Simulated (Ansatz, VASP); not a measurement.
## MgI2: VASP beside Ansatz

Contents of INCAR:

```
PREC = Accurate
ENCUT = 520
EDIFF = 1E-6
ISMEAR = 0
SIGMA = 0.05
LREAL = F
LASPH = T
NELM = 60
ALGO = Normal
ISIF = 2
LWAVE = F
LCHARG = F
GGA = PE
NBANDS = 15
```

The input KPOINTS:

```
regular mesh
0
Gamma
  6 6 4
```

The input POSCAR:

```
MgI2
1.0
    4.2516112781      0.0000000000      0.0000000000
   -2.1258056391      3.6820033739      0.0000000000
    0.0000000000      0.0000000000      7.8941785324
Mg I
1 2
Direct
    0.0000000000      0.0000000000      0.0000000000
    0.3333333333      0.6666666667      0.7705052557
    0.6666666667      0.3333333333      0.2294947443
```

Input for Ansatz:

```yaml
crystal:
  lattice:
    - [4.2516112781, 0.0, 0.0]
    - [-2.1258056391, 3.6820033739, 0.0]
    - [0.0, 0.0, 7.8941785324]
  atoms:
    - { symbol: Mg, position: [0.0, 0.0, 0.0] }
    - { symbol: I, position: [0.3333333333, 0.6666666667, 0.7705052557] }
    - { symbol: I, position: [0.6666666667, 0.3333333333, 0.2294947443] }
basis:
  ecutwfc: 520.0
kpoints:
  mp_grid: { grid: [6, 6, 4] }
hamiltonian:
  xc: pbe
scf:
  occupations: { method: gaussian, width: 0.05 }
output:
  forces: true
  stress: true
  eigenvalues: true
```

Alike in both runs: task single point; functional PBE; k mesh 6 × 6 × 4; occupations gaussian, width 0.05 eV; no spin polarisation.

|  | VASP | Ansatz |
| --- | --- | --- |
| version | VASP 6.6.1 | Ansatz 0.2.0 |
| potentials or method | VASP PAW PBE potentials, release 64 (Mg, I) | scalar-relativistic, plane waves, PAW |
| plane-wave cutoff (eV) | 520 | 520 |
| valence electrons in the cell | 16 | 44 |

Ansatz gave:

```
gap on the k mesh at the Fermi level (eV)       : 3.26
least direct gap on the mesh (eV)               : 3.26
pressure (GPa)                                  : -2.0
largest component of the traceless stress (GPa) : 0.94
rms of the force components (eV/Å)              : 0.297
```

Estimate VASP's values.

gap on the k mesh at the Fermi level (eV): 3.24; least direct gap on the mesh (eV): 3.24; pressure (GPa): -2.0; largest component of the traceless stress (GPa): 0.94; rms of the force components (eV/Å): 0.302.

Atom by atom the forces differ by 0.005 eV/Å (rms over components). The two sets of potentials don't hold the same shells in valence.

Caveats: spin-orbit coupling is left out, which moves the levels of the heavy elements; this functional lacks dispersion, which binds the layers, so the pressure and a relaxed spacing across them are unreliable. A k mesh can miss the band edges.
